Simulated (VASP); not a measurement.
# HC60N3 (a cell with a defect) in VASP: relaxation of the atoms with PBE

Aim: the relaxation of the atoms of HC60N3 (a cell with a defect) with PBE.

Everything below comes from runs of VASP 6.6.1. Logs are shortened: lines on timing, memory, paths and dates and some standing lists are left out, and cuts for length are marked.

### 1 The structure

The cell holds a defect, 64 atoms: a = 7.140 Å, b = 7.140 Å, c = 7.140 Å, α = 90.00°, β = 90.00°, γ = 90.00°.

The cell was built by a generator and needn't be a form met in nature.

### 2 Relaxation of the atoms, PBE

INCAR reads:

```
ALGO = Normal
EDIFF = 1E-7
EDIFFG = -0.01
ENCUT = 520
GGA = PE
IBRION = 2
ISIF = 2
ISMEAR = 0
LASPH = True
LCHARG = False
LREAL = False
LWAVE = False
NELM = 100
NSW = 60
PREC = Accurate
SIGMA = 0.03
```

KPOINTS reads:

```
k-points
0
Gamma
  2 2 2
```

POSCAR reads:

```
HC60N3
1.0
    7.1400000000      0.0000000000      0.0000000000
    0.0000000000      7.1400000000      0.0000000000
    0.0000000000      0.0000000000      7.1400000000
H C N
1 60 3
Direct
    0.5368610900      0.5368610900      0.5368610900
    0.6250000000      0.6250000000      0.6250000000
    0.5000000000      0.7500000000      0.7500000000
    0.7500000000      0.5000000000      0.7500000000
    0.7500000000      0.7500000000      0.5000000000
    0.5000000000      0.2500000000      0.7500000000
    0.5000000000      0.7500000000      0.2500000000
    0.2500000000      0.5000000000      0.7500000000
    0.7500000000      0.5000000000      0.2500000000
    0.2500000000      0.7500000000      0.5000000000
    0.7500000000      0.2500000000      0.5000000000
    0.6250000000      0.3750000000      0.8750000000
    0.6250000000      0.8750000000      0.3750000000
    0.3750000000      0.6250000000      0.8750000000
    0.8750000000      0.6250000000      0.3750000000
    0.3750000000      0.8750000000      0.6250000000
    0.8750000000      0.3750000000      0.6250000000
    0.5000000000      0.2500000000      0.2500000000
    0.2500000000      0.5000000000      0.2500000000
    0.2500000000      0.2500000000      0.5000000000
    0.1250000000      0.6250000000      0.6250000000
    0.6250000000      0.1250000000      0.6250000000
    0.6250000000      0.6250000000      0.1250000000
    0.0000000000      0.5000000000      0.5000000000
    0.5000000000      0.0000000000      0.5000000000
    0.5000000000      0.5000000000      0.0000000000
    0.1250000000      0.3750000000      0.3750000000
    0.3750000000      0.1250000000      0.3750000000
    0.3750000000      0.3750000000      0.1250000000
    0.6250000000      0.8750000000      0.8750000000
    0.8750000000      0.6250000000      0.8750000000
    0.8750000000      0.8750000000      0.6250000000
    0.0000000000      0.7500000000      0.7500000000
    0.7500000000      0.0000000000      0.7500000000
    0.7500000000      0.7500000000      0.0000000000
    0.1250000000      0.3750000000      0.8750000000
    0.1250000000      0.8750000000      0.3750000000
    0.3750000000      0.1250000000      0.8750000000
    0.8750000000      0.1250000000      0.3750000000
    0.3750000000      0.8750000000      0.1250000000
    0.8750000000      0.3750000000      0.1250000000
    0.0000000000      0.2500000000      0.7500000000
    0.0000000000      0.7500000000      0.2500000000
    0.2500000000      0.0000000000      0.7500000000
    0.7500000000      0.0000000000      0.2500000000
    0.2500000000      0.7500000000      0.0000000000
    0.7500000000      0.2500000000      0.0000000000
    0.1250000000      0.1250000000      0.6250000000
    0.1250000000      0.6250000000      0.1250000000
    0.6250000000      0.1250000000      0.1250000000
    0.0000000000      0.2500000000      0.2500000000
    0.2500000000      0.0000000000      0.2500000000
    0.2500000000      0.2500000000      0.0000000000
    0.1250000000      0.8750000000      0.8750000000
    0.8750000000      0.1250000000      0.8750000000
    0.8750000000      0.8750000000      0.1250000000
    0.0000000000      0.0000000000      0.5000000000
    0.0000000000      0.5000000000      0.0000000000
    0.5000000000      0.0000000000      0.0000000000
    0.1250000000      0.1250000000      0.1250000000
    0.0000000000      0.0000000000      0.0000000000
    0.6250000000      0.3750000000      0.3750000000
    0.3750000000      0.6250000000      0.3750000000
    0.3750000000      0.3750000000      0.6250000000
```

Potentials or basis: VASP PAW PBE potentials, release 64 (H, C, N).

Command:

```console
cat potpaw_PBE.64/H/POTCAR potpaw_PBE.64/C/POTCAR potpaw_PBE.64/N/POTCAR > POTCAR
mpirun -np 1 vasp_std > vasp.out
```

OUTCAR:

```text
EDIFF = 1E-7
   EDIFFG = -0.01
   ENCUT = 520
   GGA = PE
   IBRION = 2
   ISIF = 2
   ISMEAR = 0
   LASPH = True
   LREAL = False
   NELM = 100
   NSW = 60
   PREC = Accurate

 ion  position               nearest neighbor table
   1  0.537  0.537  0.537-   2 1.09
   2  0.625  0.625  0.625-   1 1.09   3 1.55   4 1.55   5 1.55
   3  0.500  0.750  0.750-   2 1.55  14 1.55  16 1.55  30 1.55
   4  0.750  0.500  0.750-   2 1.55  12 1.55  17 1.55  31 1.55
   5  0.750  0.750  0.500-   2 1.55  13 1.55  15 1.55  32 1.55
   6  0.500  0.250  0.750-  12 1.55  22 1.55  38 1.55  64 1.55
   7  0.500  0.750  0.250-  13 1.55  23 1.55  40 1.55  63 1.55
[... 52 lines left out ...]
  60  0.125  0.125  0.125-  51 1.55  52 1.55  53 1.55  61 1.55
  61  0.000  0.000  0.000-  54 1.55  55 1.55  56 1.55  60 1.55
  62  0.625  0.375  0.375-   9 1.55  11 1.55  18 1.55
  63  0.375  0.625  0.375-   7 1.55  10 1.55  19 1.55
  64  0.375  0.375  0.625-   6 1.55   8 1.55  20 1.55

  LATTYP: Found a simple cubic cell.
 ALAT       =     7.1400000000

  Lattice vectors:

 A1 = (   7.1400000000,   0.0000000000,   0.0000000000)
 A2 = (   0.0000000000,   7.1400000000,   0.0000000000)
 A3 = (   0.0000000000,   0.0000000000,   7.1400000000)

Analysis of symmetry for initial positions (statically):
=====================================================================
 Subroutine PRICEL returns:
 Original cell was already a primitive cell.

 Routine SETGRP: Setting up the symmetry group for a
 simple cubic supercell.

 Subroutine GETGRP returns: Found  6 space group operations
 (whereof  6 operations were pure point group operations)
 out of a pool of 48 trial point group operations.

The static configuration has the point symmetry C_3v.

Analysis of symmetry for dynamics (positions and initial velocities):
=====================================================================
 Subroutine PRICEL returns:
 Original cell was already a primitive cell.

 Routine SETGRP: Setting up the symmetry group for a
 simple cubic supercell.

 Subroutine GETGRP returns: Found  6 space group operations
 (whereof  6 operations were pure point group operations)
 out of a pool of 48 trial point group operations.

The dynamic configuration has the point symmetry C_3v.

 Subroutine INISYM returns: Found  6 space group operations
 (whereof  6 operations are pure point group operations),
 and found     1 'primitive' translations

----------------------------------------------------------------------------------------

                                     Primitive cell

  volume of cell :     363.9943

  direct lattice vectors                    reciprocal lattice vectors
     7.140000000  0.000000000  0.000000000     0.140056022  0.000000000  0.000000000
     0.000000000  7.140000000  0.000000000     0.000000000  0.140056022  0.000000000
     0.000000000  0.000000000  7.140000000     0.000000000  0.000000000  0.140056022

  length of vectors
     7.140000000  7.140000000  7.140000000     0.140056022  0.140056022  0.140056022

  position of ions in fractional coordinates (direct lattice)
     0.536861090  0.536861090  0.536861090
     0.625000000  0.625000000  0.625000000
     0.500000000  0.750000000  0.750000000
     0.750000000  0.500000000  0.750000000
     0.750000000  0.750000000  0.500000000
     0.500000000  0.250000000  0.750000000
[... 56 lines left out ...]
     0.375000000  0.625000000  0.375000000
     0.375000000  0.375000000  0.625000000

  ion indices of the primitive-cell ions
   primitive index   ion index
                 1           1
                 2           2
                 3           3
                 4           4
                 5           5
                 6           6
[... 56 lines left out ...]
                63          63
                64          64

----------------------------------------------------------------------------------------

 KPOINTS: k-points

Automatic generation of k-mesh.
 Grid dimensions read from file:
 generate k-points for:    2    2    2

 Generating k-lattice:

[... 33 lines left out ...]
   ICHARG =      2    charge: 1-file 2-atom 10-const
   ISPIN  =      1    spin polarized calculation?
   LNONCOLLINEAR =      F non collinear calculations
   LSORBIT =      F    spin-orbit coupling
   LASPH  =      T    aspherical Exc in radial PAW
   ENCUT  =  520.0 eV  38.22 Ry    6.18 a.u.  13.28 13.28 13.28*2*pi/ulx,y,z
   NELM   =    100;   NELMIN=  2; NELMDL= -5     # of ELM steps
   EDIFF  = 0.1E-06   stopping-criterion for ELM
   LREAL  =      F    real-space projection
   EDIFFG = -.1E-01   stopping-criterion for IOM
   NSW    =     60    number of steps for IOM
   IBRION =      2    ionic relax: 0-MD 1-quasi-New 2-CG
   NFREE  =      1    steps in history (QN), initial steepest desc. (CG)
   ISIF   =      2    stress and relaxation
   ISYM   =      2    0-nonsym 1-usesym 2-fastsym
   POTIM  = 0.5000    time-step for ionic-motion
   TEBEG  =    0.0;   TEEND  =   0.0 temperature during run
   PSTRESS=    0.0 pullay stress
   NELECT =     256.0000    total number of electrons
   NUPDOWN=      -1.0000    fix difference up-down
   EMIN   =  10.00;   EMAX   =-10.00  energy-range for DOS
   EFERMI =   0.00;   METHOD = LEGACY
   ISMEAR =     0;   SIGMA  =   0.03  broadening in eV -4-tet -1-fermi 0-gaus
   EFERMI_NEDOS =   21; number of points for ismear=-14 and -15
   IALGO  =     38    algorithm
   IMIX   =      4    mixing-type and parameters
     AMIX     =   0.40;   BMIX     =  1.00
     AMIX_MAG =   1.60;   BMIX_MAG =  1.00
  volume/ion in A,a.u.               =       5.69        38.38
  Fermi-wavevector in a.u.,A,eV,Ry     =   1.455872  2.751200 28.838420  2.119564
  Thomas-Fermi vector in A             =   2.572856
   LORBIT       =      0    0 simple, 1 ext, 2 COOP (PROOUT), +10 PAW based schemes
   GGA     = PE    functional components
   LHFCALC =     F    Hartree Fock is set to
   AEXX    =    0.0000 exact exchange contribution
   IVDW    =     0    specifies the selected vdW correction
   LEPSILON=     F    determine dielectric tensor
   LRPA    =     F    only Hartree local field effects (RPA)
 conjugate gradient relaxation of ions
 non-spin polarized calculation
 Gauss-broadening in eV      SIGMA  =   0.03
  energy-cutoff  :      520.00
  volume of cell :      363.99
 maximum number of plane-waves:      9808
 NGX is ok and might be reduce to    54
   NGX = 27   NGY = 27   NGZ = 27

--------------------------------------- Ionic step        1  -------------------------------------------

 number of electron     256.0000001 magnetization

 Free energy of the ion-electron system (eV)
  ---------------------------------------------------
  ext. energy  EPLUGINS =         0.00000000
  ---------------------------------------------------
  free energy    TOTEN  =      -569.54682972 eV

  energy without entropy =     -569.54682972  energy(sigma->0) =     -569.54682972

------------------------ aborting loop because EDIFF is reached ----------------------------------------

  FORCE on cell =-STRESS in cart. coord.  units (eV):
  Direction    XX          YY          ZZ          XY          YZ          ZX
  --------------------------------------------------------------------------------------
  -------------------------------------------------------------------------------------
  Total       -0.1701480     -0.1701480     -0.1701480     -1.4018678     -1.4018678     -1.4018678
  in kB       -0.7489329     -0.7489329     -0.7489329     -6.1705375     -6.1705375     -6.1705375
  external PRESSURE =      -0.7489329 kB  Pullay stress =       0.0000000 kB
[... 275 lines left out ...]
  FREE ENERGIE OF THE ION-ELECTRON SYSTEM (eV)
  ---------------------------------------------------
  free  energy   TOTEN  =      -570.3565803170 eV

  energy  without entropy=     -570.3565803170  energy(sigma->0) =     -570.35658032

 E-fermi :   9.9640     XC(G=0): -13.1709

 val. band max:        9.8309691679   @ k =   0.0000   0.0000   0.0000
 cond. band min:      13.5171579274   @ k =   0.5000   0.0000   0.0000
 fundamental gap:      3.6861887596
 Fermi energy:         9.9640082124

 k-point     1 :       0.0000    0.0000    0.0000
  band No.  band energies     occupation
      1     -12.2418      2.00000
      2     -10.6009      2.00000
      3     -10.6009      2.00000
      4     -10.1474      2.00000
      5      -9.7650      2.00000
      6      -9.7650      2.00000
[... 561 lines left out ...]
    139      15.4677      0.00000
    140      15.4681      0.00000
 [bands above 140 left out]

[... ionic steps 4 to 14 ...]

--------------------------------------- Ionic step       15  -------------------------------------------

 number of electron     256.0000001 magnetization

------------------------ aborting loop because EDIFF is reached ----------------------------------------
[... 191 lines left out ...]
--------------------------------------- Ionic step       17  -------------------------------------------

 number of electron     256.0000001 magnetization

 Free energy of the ion-electron system (eV)
  ---------------------------------------------------
  ext. energy  EPLUGINS =         0.00000000
  ---------------------------------------------------
  free energy    TOTEN  =      -570.52829791 eV

  energy without entropy =     -570.52829791  energy(sigma->0) =     -570.52829791

 E-fermi :  10.0591     XC(G=0): -13.1704

 val. band max:        9.8330914532   @ k =   0.0000   0.0000   0.0000
 cond. band min:      13.5184118292   @ k =   0.5000   0.0000   0.0000
 fundamental gap:      3.6853203760
 Fermi energy:        10.0591130211

 k-point     1 :       0.0000    0.0000    0.0000
  band No.  band energies     occupation
      1     -12.2413      2.00000
      2     -10.5985      2.00000
      3     -10.5985      2.00000
      4     -10.1543      2.00000
      5      -9.7674      2.00000
      6      -9.7674      2.00000
[... 561 lines left out ...]
    139      15.4600      0.00000
    140      15.4654      0.00000
 [bands above 140 left out]

------------------------ aborting loop because EDIFF is reached ----------------------------------------

  FORCE on cell =-STRESS in cart. coord.  units (eV):
  Direction    XX          YY          ZZ          XY          YZ          ZX
  --------------------------------------------------------------------------------------
  -------------------------------------------------------------------------------------
  Total        2.4080178      2.4080178      2.4080178     -1.6217948     -1.6217948     -1.6217948
  in kB       10.5992623     10.5992623     10.5992623     -7.1385803     -7.1385803     -7.1385803
  external PRESSURE =      10.5992623 kB  Pullay stress =       0.0000000 kB
[... 79 lines left out ...]
  FREE ENERGIE OF THE ION-ELECTRON SYSTEM (eV)
  ---------------------------------------------------
  free  energy   TOTEN  =      -570.5282979091 eV

  energy  without entropy=     -570.5282979091  energy(sigma->0) =     -570.52829791

 reached required accuracy - stopping structural energy minimisation
```

Run time: 47 min. Hardware: 1 thread of Intel Xeon Platinum 8559C (Emerald Rapids), shared host; peak memory 0.52 GiB.

What came out:

```yaml
Free_energy: -570.5283 eV
Energy_gained_by_relaxing: 15.3 meV/atom
Ionic_steps: 17
Pressure_after_relaxing: 1.1 GPa
Largest_force_after_relaxing: 0.010 eV/Å
Band_gap_on_the_k_mesh: 3.69 eV, indirect (least direct gap 3.75 eV)
```

Forces in eV/Å, atoms in the order of the input:
```
H   -0.002 -0.002 -0.002
C    0.006  0.006  0.006
C    0.001 -0.001 -0.001
C   -0.001  0.001 -0.001
C   -0.001 -0.001  0.001
C   -0.001  0.001  0.001
C   -0.001  0.001  0.001
C    0.001 -0.001  0.001
C    0.001 -0.001  0.001
C    0.001  0.001 -0.001
C    0.001  0.001 -0.001
C    0.001  0.001  0.000
C    0.001  0.000  0.001
C    0.001  0.001  0.000
C    0.000  0.001  0.001
C    0.001  0.000  0.001
C    0.000  0.001  0.001
C    0.000 -0.003 -0.003
C   -0.003  0.000 -0.003
C   -0.003 -0.003  0.000
C    0.001 -0.001 -0.001
C   -0.001  0.001 -0.001
C   -0.001 -0.001  0.001
C    0.001 -0.001 -0.001
C   -0.001  0.001 -0.001
C   -0.001 -0.001  0.001
C    0.000 -0.001 -0.001
C   -0.001  0.000 -0.001
C   -0.001 -0.001  0.000
C    0.003  0.000  0.000
C    0.000  0.003  0.000
C    0.000  0.000  0.003
C    0.000  0.002  0.002
C    0.002  0.000  0.002
C    0.002  0.002  0.000
C    0.000  0.001 -0.001
C    0.000 -0.001  0.001
C    0.001  0.000 -0.001
C   -0.001  0.000  0.001
C    0.001 -0.001  0.000
C   -0.001  0.001  0.000
C    0.001  0.001 -0.001
C    0.001 -0.001  0.001
C    0.001  0.001 -0.001
C   -0.001  0.001  0.001
C    0.001 -0.001  0.001
C   -0.001  0.001  0.001
C    0.000  0.000  0.000
C    0.000  0.000  0.000
C    0.000  0.000  0.000
C   -0.001 -0.003 -0.003
C   -0.003 -0.001 -0.003
C   -0.003 -0.003 -0.001
C    0.001  0.000  0.000
C    0.000  0.001  0.000
C    0.000  0.000  0.001
C    0.001  0.001  0.000
C    0.001  0.000  0.001
C    0.000  0.001  0.001
C   -0.003 -0.003 -0.003
C    0.002  0.002  0.002
N   -0.002  0.000  0.000
N    0.000 -0.002  0.000
N    0.000  0.000 -0.002
```

Step by step:
```csv
step,energy change (eV),largest force (eV/Å),pressure (GPa)
1,0.0000,3.0713,-0.07
2,-0.5716,3.5383,1.29
3,-0.8098,1.7866,0.47
4,-0.7296,4.7861,1.56
5,-0.9489,0.8220,0.89
6,-0.9691,0.3314,1.04
7,-0.9753,0.2534,0.98
8,-0.9787,0.1359,1.07
9,-0.9795,0.1061,1.05
10,-0.9810,0.0399,1.07
11,-0.9810,0.0443,1.06
12,-0.9814,0.0221,1.06
13,-0.9814,0.0203,1.06
14,-0.9814,0.0135,1.06
15,-0.9814,0.0103,1.06
16,-0.9815,0.0160,1.06
17,-0.9815,0.0099,1.06
```

Final structure:
```
H C N
1.0
     7.14000    0.00000    0.00000
     0.00000    7.14000    0.00000
     0.00000    0.00000    7.14000
H C N
1 60 3
Cartesian
  3.8895 3.8895 3.8895
  4.5119 4.5119 4.5119
  3.5806 5.3600 5.3600
  5.3600 3.5806 5.3600
  5.3600 5.3600 3.5806
  3.5349 1.7886 5.3511
  3.5349 5.3511 1.7886
  1.7886 3.5349 5.3511
  5.3511 3.5349 1.7886
  1.7886 5.3511 3.5349
  5.3511 1.7886 3.5349
  4.4523 2.6844 6.2362
  4.4523 6.2362 2.6844
  2.6844 4.4523 6.2362
  6.2362 4.4523 2.6844
  2.6844 6.2362 4.4523
  6.2362 2.6844 4.4523
  3.6063 1.7924 1.7924
  1.7924 3.6063 1.7924
  1.7924 1.7924 3.6063
  0.9096 4.4463 4.4463
  4.4463 0.9096 4.4463
  4.4463 4.4463 0.9096
  7.1397 3.5697 3.5697
  3.5697 7.1397 3.5697
  3.5697 3.5697 7.1397
  0.9126 2.6940 2.6940
  2.6940 0.9126 2.6940
  2.6940 2.6940 0.9126
  4.4549 6.2537 6.2537
  6.2537 4.4549 6.2537
  6.2537 6.2537 4.4549
  0.0080 5.3509 5.3509
  5.3509 0.0080 5.3509
  5.3509 5.3509 0.0080
  0.8835 2.6778 6.2556
  0.8835 6.2556 2.6778
  2.6778 0.8835 6.2556
  6.2556 0.8835 2.6778
  2.6778 6.2556 0.8835
  6.2556 2.6778 0.8835
  7.1311 1.7816 5.3503
  7.1311 5.3503 1.7816
  1.7816 7.1311 5.3503
  5.3503 7.1311 1.7816
  1.7816 5.3503 7.1311
  5.3503 1.7816 7.1311
  0.8838 0.8838 4.4603
  0.8838 4.4603 0.8838
  4.4603 0.8838 0.8838
  0.0124 1.7876 1.7876
  1.7876 0.0124 1.7876
  1.7876 1.7876 0.0124
  0.8921 6.2432 6.2432
  6.2432 0.8921 6.2432
  6.2432 6.2432 0.8921
  7.1398 7.1398 3.5693
  7.1398 3.5693 7.1398
  3.5693 7.1398 7.1398
  0.8954 0.8954 0.8954
  7.1385 7.1385 7.1385
  4.5350 2.6047 2.6047
  2.6047 4.5350 2.6047
  2.6047 2.6047 4.5350
```

Caveat: the k mesh is coarse (spacing up to 0.44 Å⁻¹), so the values aren't converged.
